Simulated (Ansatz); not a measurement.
Input of an Ansatz 0.2.0 run:

Contents of input.yaml:

```yaml
crystal:
  lattice:
    - [0.0, 2.703, 2.703]
    - [2.703, 0.0, 2.703]
    - [2.703, 2.703, 0.0]
  atoms:
    - { symbol: Ni, position: [0.0, 0.0, 0.0], spin: 1.0 }
    - { symbol: Si, position: [0.75, 0.75, 0.75] }
    - { symbol: Si, position: [0.25, 0.25, 0.25] }
hamiltonian:
  xc: pbe
  pseudopotentials: { kind: paw }
magnetization:
  spin_polarized: true
kpoints:
  mp_grid: { grid: [9, 9, 9] }
scf:
  occupations: { method: gaussian, width: 0.016 }
output:
  forces: true
  stress: true
  eigenvalues: true
```

Potentials or basis: Ansatz PAW.

Run with:

```sh
$ ansatz run input.yaml --threads 2 --pin off --max-ram 5632MiB --backend cpu --events-out ev --progress --plain --runs-dir out
```

(1) Estimate the band gap on the k mesh.

(2) Predict the absolute moment.

(3) Estimate the pressure.

Results:

(1) none (metal or under the smearing width).

(2) 0.00 μB per cell.

(3) 4.0 GPa.

Caveat: the starting moments weren't kept.
